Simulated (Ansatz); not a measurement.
# SiC (F-43m): zero-pressure volume and bulk modulus with PBE + D3(BJ)-ATM

The task here is to estimate one member of a computed series from the others.

The COD entry's cell or inner coordinates are ideal or old and differ from later refinements, so a difference from it is no clean test against experiment.

Computed with Ansatz 0.2.0 (DFT PBE + D3(BJ)-ATM, scalar-relativistic, plane waves, PAW, unless a step's input says otherwise).

1 further run of the same task is left out (set aside as unsound or not needed). Runs told in other sessions of the task aren't counted.

## The system as given

The structure is cubic, space group F-43m (No. 216). The conventional cell has a = 4.348 Å, b = 4.348 Å, c = 4.348 Å, α = 90.00°, β = 90.00°, γ = 90.00°. Si (site symmetry -43m) is surrounded by 4 C at 1.88 Å. Around C (site symmetry -43m) lie 4 Si at 1.88 Å.

Coordinates:

```cif
data_structure
_symmetry_space_group_name_H-M 'P 1'
_symmetry_Int_Tables_number 1
_cell_length_a 3.0745
_cell_length_b 3.0745
_cell_length_c 3.0745
_cell_angle_alpha 60.000
_cell_angle_beta 60.000
_cell_angle_gamma 60.000
_cell_volume 20.55
loop_
_atom_site_label
_atom_site_type_symbol
_atom_site_fract_x
_atom_site_fract_y
_atom_site_fract_z
_atom_site_occupancy
Si1 Si 0.00000 0.00000 0.00000 1
C1 C 0.75000 0.75000 0.75000 1
```

An earlier run on this cell at PBE gave 4.84 GPa at 10.275 Å³/atom (10×10×10 mesh), mesh gap 1.35 eV. The cell is compressed at this level.

The first run:

input.yaml reads:

```yaml
crystal:
  lattice:
    - [0.0, 2.1739983056, 2.1739983056]
    - [2.1739983056, 0.0, 2.1739983056]
    - [2.1739983056, 2.1739983056, 0.0]
  atoms:
    - { symbol: Si, position: [0.0, 0.0, 0.0] }
    - { symbol: C, position: [0.75, 0.75, 0.75] }
basis:
  ecutwfc: 420
  ecutrho_ratio: 4
kpoints:
  mp_grid: { grid: [10, 10, 10] }
hamiltonian:
  xc: pbe
  dispersion: d3bjatm
scf:
  occupations: { method: gaussian, width: 0.05 }
output:
  forces: true
  stress: true
  eigenvalues: true
```

Run with:

```sh
ansatz run input.yaml --threads 4 --pin off --max-ram 8192MiB --backend cpu --events-out ev --progress --plain --runs-dir out
```

Steps of the session up to this table: At the given cell; Stepping to 10.322 Å³/atom; Stepping to 10.307 Å³/atom; Volume × 0.98 of the new zero; Volume × 1.02 of the new zero; Volume × 0.96 of the new zero; Volume × 1.04 of the new zero.

One of the session's tables, all rows but one given; the rest of the session is left out.

It belongs to the step «Energy and pressure against volume». 

| volume (Å³/atom) | energy (meV/atom) | pressure (GPa) |
| --- | --- | --- |
| 9.894 | 12.11 | 9.76 |
| 10.100 | ? | ? |
| 10.307 | 0.00 | 0.00 |
| 10.513 | 2.73 | -4.21 |
| 10.719 | 10.65 | -8.02 |

**Question.** Estimate the row for volume (Å³/atom) = 10.100.

Worked estimate for «energy (meV/atom)». A straight line through the neighbours (9.894, 12.11) and (10.307, 0.00) gives 12.11 + (0.00 − 12.11) × (10.100 − 9.894) / (10.307 − 9.894) = 6.07; a parabola fitted to 3 rows on both sides gives 3.14.

**Answer.** energy (meV/atom): 2.95; pressure (GPa): 4.64. In «energy (meV/atom)» the line misses by +3.12 and the parabola by +0.19.
